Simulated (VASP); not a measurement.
Set up this calculation in VASP 6.6.1, as the native input.

| Quantity | Value |
| --- | --- |
| Task | single point |
| Functional | PBEsol |
| Potentials or basis | VASP PAW PBE potentials, release 64 (Mo_sv, S) |
| Cutoff | 520 eV |
| k mesh | 6 × 6 × 4 |
| Occupations | gaussian, width 0.05 eV |
| Spin | collinear spin, ferromagnetic start |
| Starting moments | [1.0, 0.0, 0.0] μB |
| Fixed moment | 3 μB |
| Hubbard terms | Mo d U = 2 eV |
| Further INCAR settings | ALGO = Normal; EDIFF = 1e-07; NBANDS = 24 |

The structure of MoS2 lies in POSCAR:

```
MoS2
1.0
    3.1479925200     -1.9297820300      0.0000000000
    3.1479925200      1.9297820300      0.0000000000
   -0.0030992400      0.0000000000      4.4393295900
Mo S
1 2
Direct
    0.0000000000      0.0000000000      0.0000000000
    0.6879000000      0.6879000000      0.2889000000
    0.3121000000      0.3121000000      0.7111000000
```

The cell comes from a database or a generator and needn't be the stable form of this composition.

The input as run:

INCAR

```
PREC = Accurate ; ENCUT = 520
EDIFF = 1E-7 ; ISMEAR = 0
SIGMA = 0.05 ; LREAL = F
LASPH = T ; NELM = 60
ALGO = Normal ; ISIF = 2
LWAVE = F ; LCHARG = F
ISPIN = 2 ; MAGMOM = 1 0 0
LORBIT = 11 ; NUPDOWN = 3
LMAXMIX = 4 ; LDAU = T
LDAUTYPE = 2 ; LDAUL = 2 -1
LDAUU = 2 0 ; LDAUJ = 0 0
LDAUPRINT = 1 ; GGA = PS
NBANDS = 24
```

KPOINTS

```
regular mesh
0
Gamma
  6 6 4
```

Potentials or basis: VASP PAW PBE potentials, release 64 (Mo_sv, S).

Launch:

```bash
$ cat potpaw_PBE.64/Mo_sv/POTCAR potpaw_PBE.64/S/POTCAR > POTCAR
$ mpirun -np 1 vasp_std > vasp.out
```

It gave:

```json
{"Pressure": "1.9 GPa", "Largest force": "1.467 eV/Å", "Net moment": "3.00 μB per cell", "Site moments": "Mo +2.36; S +0.07 μB", "Valence electrons inside the program's atomic spheres": "Mo 12.25; S 3.66"}
```

Caveat: the moment is held away from its start; the PAW data sets were made with another functional, which shifts forces and pressure a little; the total moment is fixed, so each spin has its own Fermi level.

Run time: 3.8 min on 1 thread of AMD EPYC 7R43 64-Core Processor (Zen 3) (shared host), peak memory 0.21 GiB.
